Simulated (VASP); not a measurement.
# Al2Cu (I4/mcm) in VASP: relaxation of cell and atoms with PBE

Aim: the relaxation of cell and atoms of Al2Cu with PBE.

Everything below comes from runs of VASP 6.6.1. Logs are shortened: lines on timing, memory, paths and dates and some standing lists are left out, and cuts for length are marked.

### Step 1. The structure

Symmetry: I4/mcm, No. 140, tetragonal system. Conventional cell: a = 6.067 Å, b = 6.067 Å, c = 4.877 Å, α = 90.00°, β = 90.00°, γ = 90.00°. Al (site symmetry m2m) is surrounded by 4 Cu at 2.59 Å and 3 Al at 2.71 to 2.90 Å. Around Cu (site symmetry 422) lie 2 Cu at 2.44 Å and 8 Al at 2.59 Å.

The cell was built by a generator and needn't be a form met in nature.

### Step 2. Relaxation of cell and atoms, PBE

The input, INCAR:

```
SYSTEM = Al2Cu
ALGO = Fast ; EDIFF = 1E-6
EDIFFG = -0.005 ; ENCUT = 600
GGA = PE ; IBRION = 2
ISIF = 3 ; ISMEAR = 1
KPAR = 16 ; LASPH = .True.
LCHARG = .False. ; LREAL = .False.
LWAVE = .False. ; NELM = 100
NSW = 40 ; PREC = Accurate
SIGMA = 0.2
```

The input, KPOINTS:

```
k-points
0
Gamma
  14 14 14
  0 0 0
```

The input, POSCAR:

```
Al2Cu
1.0
   -3.0335000000      3.0335000000      2.4385000000
    3.0335000000     -3.0335000000      2.4385000000
    3.0335000000      3.0335000000     -2.4385000000
Al Cu
4 2
Direct
    0.6581000000      0.1581000000      0.8162000000
    0.1581000000      0.3419000000      0.5000000000
    0.3419000000      0.8419000000      0.1838000000
    0.8419000000      0.6581000000      0.5000000000
    0.2500000000      0.2500000000      0.0000000000
    0.7500000000      0.7500000000      0.0000000000
```

Potentials or basis: VASP PAW PBE potentials, release 64 (Al, Cu).

The run is started by

```
> cat potpaw_PBE.64/Al/POTCAR potpaw_PBE.64/Cu/POTCAR > POTCAR
> mpirun -np 16 vasp_std > vasp.out
```

OUTCAR:

```text
SYSTEM = Al2Cu
   EDIFF = 1E-6
   EDIFFG = -0.005
   ENCUT = 600
   GGA = PE
   IBRION = 2
   ISIF = 3
   ISMEAR = 1
   LASPH = .True.
   LREAL = .False.
   NELM = 100
   NSW = 40
   PREC = Accurate

 ion  position               nearest neighbor table
   1  0.658  0.158  0.816-   5 2.59   6 2.59   5 2.59   6 2.59   3 2.71   3 2.90   3 2.90   2 3.10
                             4 3.10   4 3.10   2 3.10   2 3.23   4 3.23   4 3.23   2 3.23
   2  0.158  0.342  0.500-   5 2.59   5 2.59   6 2.59   6 2.59   4 2.71   4 2.90   4 2.90   1 3.10
                             3 3.10   1 3.10   3 3.10   1 3.23   3 3.23   3 3.23   1 3.23
   3  0.342  0.842  0.184-   5 2.59   6 2.59   5 2.59   6 2.59   1 2.71   1 2.90   1 2.90   4 3.10
                             2 3.10   2 3.10   4 3.10   4 3.23   2 3.23   4 3.23   2 3.23
   4  0.842  0.658  0.500-   6 2.59   6 2.59   5 2.59   5 2.59   2 2.71   2 2.90   2 2.90   1 3.10
                             3 3.10   1 3.10   3 3.10   1 3.23   3 3.23   1 3.23   3 3.23
   5  0.250  0.250  0.000-   6 2.44   6 2.44   1 2.59   3 2.59   1 2.59   3 2.59   2 2.59   2 2.59
                             4 2.59   4 2.59
   6  0.750  0.750  0.000-   5 2.44   5 2.44   1 2.59   3 2.59   1 2.59   3 2.59   4 2.59   4 2.59
                             2 2.59   2 2.59

  LATTYP: Found a body centered tetragonal cell.
 ALAT       =     6.0670000000
 C/A-ratio  =     0.8038569309

  Lattice vectors:

 A1 = (  -3.0335000000,   3.0335000000,   2.4385000000)
 A2 = (   3.0335000000,  -3.0335000000,   2.4385000000)
 A3 = (   3.0335000000,   3.0335000000,  -2.4385000000)

Analysis of symmetry for initial positions (statically):
=====================================================================
 Subroutine PRICEL returns:
 Original cell was already a primitive cell.

 Routine SETGRP: Setting up the symmetry group for a
 body centered tetragonal supercell.

 Subroutine GETGRP returns: Found 16 space group operations
 (whereof  8 operations were pure point group operations)
 out of a pool of 16 trial point group operations.

The static configuration has the point symmetry C_4h.
 The point group associated with its full space group is D_4h.

Analysis of symmetry for dynamics (positions and initial velocities):
=====================================================================
 Subroutine PRICEL returns:
 Original cell was already a primitive cell.

 Routine SETGRP: Setting up the symmetry group for a
 body centered tetragonal supercell.

 Subroutine GETGRP returns: Found 16 space group operations
 (whereof  8 operations were pure point group operations)
 out of a pool of 16 trial point group operations.

The dynamic configuration has the point symmetry C_4h.
 The point group associated with its full space group is D_4h.

 Subroutine INISYM returns: Found 16 space group operations
 (whereof  8 operations are pure point group operations),
 and found     1 'primitive' translations

----------------------------------------------------------------------------------------

                                     Primitive cell

  volume of cell :      89.7575

  direct lattice vectors                    reciprocal lattice vectors
    -3.033500000  3.033500000  2.438500000     0.000000000  0.164826108  0.205044084
     3.033500000 -3.033500000  2.438500000     0.164826108  0.000000000  0.205044084
     3.033500000  3.033500000 -2.438500000     0.164826108  0.164826108  0.000000000

  length of vectors
     4.934625290  4.934625290  4.934625290     0.263079309  0.263079309  0.233099318

  position of ions in fractional coordinates (direct lattice)
     0.658100000  0.158100000  0.816200000
     0.158100000  0.341900000  0.500000000
     0.341900000  0.841900000  0.183800000
     0.841900000  0.658100000  0.500000000
     0.250000000  0.250000000  0.000000000
     0.750000000  0.750000000  0.000000000

  ion indices of the primitive-cell ions
   primitive index   ion index
                 1           1
                 2           2
                 3           3
                 4           4
                 5           5
                 6           6

----------------------------------------------------------------------------------------

 KPOINTS: k-points

Automatic generation of k-mesh.
 Grid dimensions read from file:
 generate k-points for:   14   14   14

 Generating k-lattice:

  Cartesian coordinates                     Fractional coordinates (reciprocal lattice)
     0.000000000  0.011773293  0.014646006     0.071428571 -0.000000000  0.000000000
     0.011773293  0.000000000  0.014646006    -0.000000000  0.071428571  0.000000000
     0.011773293  0.011773293  0.000000000     0.000000000  0.000000000  0.071428571

  Length of vectors
     0.018791379  0.018791379  0.016649951

  Shift w.r.t. Gamma in fractional coordinates (k-lattice)
     0.000000000  0.000000000  0.000000000

 Subroutine IBZKPT returns following result:
 ===========================================

 Found    244 irreducible k-points:

 Following reciprocal coordinates:
            Coordinates               Weight
  0.000000  0.000000  0.000000      1.000000
  0.071429 -0.000000  0.000000      8.000000
  0.142857  0.000000  0.000000      8.000000
  0.214286 -0.000000  0.000000      8.000000
  0.285714  0.000000  0.000000      8.000000
  0.357143 -0.000000  0.000000      8.000000
[... 16 lines left out ...]
  0.214286  0.142857  0.000000     16.000000
  0.285714  0.142857  0.000000     16.000000
 [... further k-points ...]
   k-points           NKPTS =    244   k-points in BZ     NKDIM =    244   number of bands    NBANDS=     21
   number of dos      NEDOS =    301   number of ions     NIONS =      6
   total plane-waves  NPLWV =  64000
   dimension x,y,z NGX =    40 NGY =   40 NGZ =   40
   dimension x,y,z NGXF=    80 NGYF=   80 NGZF=   80
   ions per type =               4   2
   NGX,Y,Z   is equivalent  to a cutoff of  13.48, 13.48, 13.48 a.u.
   NGXF,Y,Z  is equivalent  to a cutoff of  26.95, 26.95, 26.95 a.u.
 SYSTEM =  Al2Cu
   PREC   = accura    normal or accurate (medium, high low for compatibility)
   ISTART =      0    job   : 0-new  1-cont  2-samecut
   ICHARG =      2    charge: 1-file 2-atom 10-const
   ISPIN  =      1    spin polarized calculation?
   LNONCOLLINEAR =      F non collinear calculations
   LSORBIT =      F    spin-orbit coupling
   LASPH  =      T    aspherical Exc in radial PAW
   ENCUT  =  600.0 eV  44.10 Ry    6.64 a.u.   9.86  9.86  9.86*2*pi/ulx,y,z
   NELM   =    100;   NELMIN=  2; NELMDL= -5     # of ELM steps
   EDIFF  = 0.1E-05   stopping-criterion for ELM
   LREAL  =      F    real-space projection
   EDIFFG = -.5E-02   stopping-criterion for IOM
   NSW    =     40    number of steps for IOM
   IBRION =      2    ionic relax: 0-MD 1-quasi-New 2-CG
   NFREE  =      1    steps in history (QN), initial steepest desc. (CG)
   ISIF   =      3    stress and relaxation
   ISYM   =      2    0-nonsym 1-usesym 2-fastsym
   POTIM  = 0.5000    time-step for ionic-motion
   TEBEG  =    0.0;   TEEND  =   0.0 temperature during run
   PSTRESS=    0.0 pullay stress
   NELECT =      34.0000    total number of electrons
   NUPDOWN=      -1.0000    fix difference up-down
   EMIN   =  10.00;   EMAX   =-10.00  energy-range for DOS
   EFERMI =   0.00;   METHOD = LEGACY
   ISMEAR =     1;   SIGMA  =   0.20  broadening in eV -4-tet -1-fermi 0-gaus
   EFERMI_NEDOS =   21; number of points for ismear=-14 and -15
   IALGO  =     68    algorithm
   IMIX   =      4    mixing-type and parameters
     AMIX     =   0.40;   BMIX     =  1.00
     AMIX_MAG =   1.60;   BMIX_MAG =  1.00
  volume/ion in A,a.u.               =      14.96       100.95
  Fermi-wavevector in a.u.,A,eV,Ry     =   1.184525  2.238428 19.090326  1.403099
  Thomas-Fermi vector in A             =   2.320737
   LORBIT       =      0    0 simple, 1 ext, 2 COOP (PROOUT), +10 PAW based schemes
   GGA     = PE    functional components
   LHFCALC =     F    Hartree Fock is set to
   AEXX    =    0.0000 exact exchange contribution
   IVDW    =     0    specifies the selected vdW correction
   LEPSILON=     F    determine dielectric tensor
   LRPA    =     F    only Hartree local field effects (RPA)
 conjugate gradient relaxation of ions
 non-spin polarized calculation
 RMM-DIIS sequential band-by-band and
 Methfessel and Paxton  Order N= 1 SIGMA  =   0.20
  energy-cutoff  :      600.00
  volume of cell :       89.76
 maximum number of plane-waves:      3024
   NGX = 19   NGY = 19   NGZ = 19

--------------------------------------- Ionic step        1  -------------------------------------------

 number of electron      33.9999978 magnetization

 Free energy of the ion-electron system (eV)
  ---------------------------------------------------
  ext. energy  EPLUGINS =         0.00000000
  ---------------------------------------------------
  free energy    TOTEN  =       -23.37878177 eV

  energy without entropy =      -23.37903745  energy(sigma->0) =      -23.37886700

------------------------ aborting loop because EDIFF is reached ----------------------------------------

  FORCE on cell =-STRESS in cart. coord.  units (eV):
  Direction    XX          YY          ZZ          XY          YZ          ZX
  --------------------------------------------------------------------------------------
  -------------------------------------------------------------------------------------
  Total       -0.1703725     -0.1703725     -0.0837261      0.0000000      0.0000000     -0.0000000
  in kB       -3.0411607     -3.0411607     -1.4945159      0.0000000      0.0000000     -0.0000000
  external PRESSURE =      -2.5256125 kB  Pullay stress =       0.0000000 kB
[... 101 lines left out ...]
  FREE ENERGIE OF THE ION-ELECTRON SYSTEM (eV)
  ---------------------------------------------------
  free  energy   TOTEN  =       -23.3788716795 eV

  energy  without entropy=      -23.3791097828  energy(sigma->0) =      -23.37895105

[... ionic steps 4 to 8 ...]

--------------------------------------- Ionic step        9  -------------------------------------------

 number of electron      33.9999977 magnetization

------------------------ aborting loop because EDIFF is reached ----------------------------------------

  FORCE on cell =-STRESS in cart. coord.  units (eV):
  Direction    XX          YY          ZZ          XY          YZ          ZX
  --------------------------------------------------------------------------------------
  -------------------------------------------------------------------------------------
  Total       -0.0077665     -0.0077665     -0.0040405      0.0000000      0.0000000      0.0000000
  in kB       -0.1388405     -0.1388405     -0.0722313      0.0000000      0.0000000      0.0000000
  external PRESSURE =      -0.1166375 kB  Pullay stress =       0.0000000 kB
[... 65 lines left out ...]
  energy  without entropy=      -23.3791840719  energy(sigma->0) =      -23.37903355

--------------------------------------- Ionic step       11  -------------------------------------------

 number of electron      33.9999977 magnetization

 Free energy of the ion-electron system (eV)
  ---------------------------------------------------
  ext. energy  EPLUGINS =         0.00000000
  ---------------------------------------------------
  free energy    TOTEN  =       -23.37895979 eV

  energy without entropy =      -23.37918562  energy(sigma->0) =      -23.37903507

 E-fermi :   7.9301     XC(G=0): -10.8470

 val. band max:        7.9220961917   @ k =   0.2857   0.2143   0.1429
 cond. band min:       7.9320672141   @ k =   0.3571   0.0714   0.0714
 fundamental gap:      0.0099710224
 Fermi energy:         7.9300504933

 k-point     1 :       0.0000    0.0000    0.0000
  band No.  band energies     occupation
      1      -2.7818      2.00000
      2       2.6590      2.00000
      3       2.8670      2.00000
      4       2.8670      2.00000
      5       2.8974      2.00000
      6       3.7730      2.00000
[... 550 lines left out ...]
      5       3.3536      2.00000
      6       3.5176      2.00000
[... 13 lines left out ...]
     20      11.2106     -0.00000
     21      12.2141      0.00000

 [... further k-points ...]

------------------------ aborting loop because EDIFF is reached ----------------------------------------

  FORCE on cell =-STRESS in cart. coord.  units (eV):
  Direction    XX          YY          ZZ          XY          YZ          ZX
  --------------------------------------------------------------------------------------
  -------------------------------------------------------------------------------------
  Total       -0.0091835     -0.0091835     -0.0069088      0.0000000      0.0000000     -0.0000000
  in kB       -0.1641622     -0.1641622     -0.1234995      0.0000000      0.0000000     -0.0000000
  external PRESSURE =      -0.1506080 kB  Pullay stress =       0.0000000 kB
[... 21 lines left out ...]
  FREE ENERGIE OF THE ION-ELECTRON SYSTEM (eV)
  ---------------------------------------------------
  free  energy   TOTEN  =       -23.3789597913 eV

  energy  without entropy=      -23.3791856198  energy(sigma->0) =      -23.37903507

 reached required accuracy - stopping structural energy minimisation
```

Run time: 11 min. Hardware: 16 MPI ranks of AMD EPYC 7R43 (Zen 3), shared host; peak memory 0.64 GiB.

Results:

```
Free energy                            : -23.3790 eV
Relaxed volume                         : 14.94 Å³/atom
Relaxed cell                           : a = 4.931 Å, b = 4.931 Å, c = 4.931 Å, α = 104.17°, β = 104.17°, γ = 120.68°
Space group after relaxing (to 0.05 Å) : I4/mcm (No. 140)
Energy gained by relaxing              : 0.0 meV/atom
Ionic steps                            : 11
Pressure after relaxing                : 0.0 GPa
Largest force after relaxing           : 0.005 eV/Å
Band gap on the k mesh                 : none (metal or under the smearing width)
```

Forces on the atoms (eV/Å):
```
Al   0.003  0.003  0.000
Al  -0.003  0.003  0.000
Al  -0.003 -0.003  0.000
Al   0.003 -0.003  0.000
Cu   0.000  0.000  0.000
Cu   0.000  0.000  0.000
```

Step by step:
| step | energy change (eV) | largest force (eV/Å) | pressure (GPa) | volume (Å³) |
| --- | --- | --- | --- | --- |
| 1 | 0.0000 | 0.0164 | -0.25 | 89.76 |
| 2 | 0.0000 | 0.0103 | 0.30 | 89.45 |
| 3 | -0.0001 | 0.0134 | 0.05 | 89.61 |
| 4 | -0.0001 | 0.0135 | -0.01 | 89.61 |
| 5 | -0.0001 | 0.0134 | 0.03 | 89.61 |
| 6 | -0.0001 | 0.0098 | 0.06 | 89.62 |
| 7 | -0.0002 | 0.0027 | -0.04 | 89.63 |
| 8 | -0.0002 | 0.0041 | -0.17 | 89.63 |
| 9 | -0.0002 | 0.0071 | -0.01 | 89.62 |
| 10 | -0.0002 | 0.0051 | 0.06 | 89.63 |
| 11 | -0.0002 | 0.0046 | -0.02 | 89.63 |

Final structure:
```
Al Cu
1.0
    -3.03019    3.03019    2.44031
     3.03019   -3.03019    2.44031
     3.03019    3.03019   -2.44031
Al Cu
4 2
Cartesian
  0.9596 3.9897 0.0000
  2.0706 0.9596 0.0000
  2.0706 -0.9596 2.4403
  0.9596 2.0706 2.4403
  0.0000 0.0000 1.2202
  0.0000 0.0000 3.6605
```
